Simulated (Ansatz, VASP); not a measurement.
**Na3H in VASP and in Ansatz**

```
Na H
1.0
     6.16254    0.00000    0.00000
    -3.08127    5.33692    0.00000
     0.00000    0.00000    3.59256
Na H
3 1
Direct
  0.50000 0.00000 0.00000
  0.00000 0.50000 0.00000
  0.50000 0.50000 0.00000
  0.00000 0.00000 0.00000
```

Alike in both runs: functional PBE; k mesh 3 × 3 × 6; occupations gaussian, width 0.1 eV; no spin polarisation.

Ansatz relaxed the structure, and its values are those at the end. VASP's run is a single point on that final structure, the one shown.

|  | VASP | Ansatz |
| --- | --- | --- |
| version | VASP 6.6.1 | Ansatz 0.2.0 |
| potentials or method | VASP PAW PBE potentials, release 64 (Na_pv, H) | scalar-relativistic, plane waves, PAW |
| plane-wave cutoff (eV) | 520 | 420 |
| valence electrons in the cell | 22 | 28 |

```csv
,VASP,Ansatz,Ansatz less VASP
gap on the k mesh at the Fermi level (eV),none,none,-
pressure (GPa),0.0,0.0,+0.01
```

A gap of «none» marks a metal or a gap that the smearing closes. With one functional, cell and mesh, what is left measures potentials, basis and numerics. The two sets of potentials don't hold the same shells in valence.

Caveats: the k mesh is coarse (spacing up to 0.39 Å⁻¹), so the values aren't converged.
